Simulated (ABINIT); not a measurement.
Here is an ABINIT 10.8.3 (patched build) calculation.

run.abi

```
pp_dirpath "./"
pseudos "Ga.upf, N.upf"

acell 3*1.0
rprim
     6.0093290763     0.0000000000     0.0000000000
    -3.0046645382     5.2042316397     0.0000000000
     0.0000000000     0.0000000000     9.7623251598
ntypat 2
znucl 31 7
natom 4
typat 1 1 2 2
xred
     0.6666666667     0.3333333333     0.5000000000
     0.3333333333     0.6666666667     0.0000000000
     0.6666666667     0.3333333333     0.8750000000
     0.3333333333     0.6666666667     0.3750000000

ecut 42.0

kptopt 1
ngkpt 10 10 5
nshiftk 1
shiftk 0.0 0.0 0.0

ixc 11

nband 22
occopt 3
tsmear 0.05 eV

nstep 100
tolvrs 1.0e-10

iomode 3
prtwf 0
prtden 0
prteig 0
prtebands 0
enunit 2
```

Potentials or basis: PseudoDojo NC SR PBE v0.5 standard.

Run with:

```console
$ abinit run.abi > log 2>&1
```

Question: What does it give for the pressure?

Answer: 7.5 GPa.

Question: Estimate the band gap on the k mesh.

Answer: 2.01 eV, direct.

Forces in eV/Å, atoms in the order of the input:
```
Ga   0.000  0.000 -0.138
Ga   0.000  0.000 -0.138
N    0.000  0.000  0.138
N    0.000  0.000  0.138
```

**Experimental background.**

“Studying electronic properties in GaN without electrical contacts using γ-γ vs e−-γ Perturbed Angular Correlations”, 2019, pmc:6823545 quotes, for a bulk crystal of GaN: band gap 3.503 ± 0.005 eV (direct).

A measured gap of GaN is 3.503 eV (direct; quoted in “Studying electronic properties in GaN without electrical contacts using γ-γ vs e−-γ Perturbed Angular Correlations”, 2019, pmc:6823545); the calculated 2.01 eV misses it by -1.50 eV. Spin-orbit coupling on Ga is left out. The value is that of PBE, without temperature or zero-point motion. Semilocal functionals fall short of measured gaps as a rule.
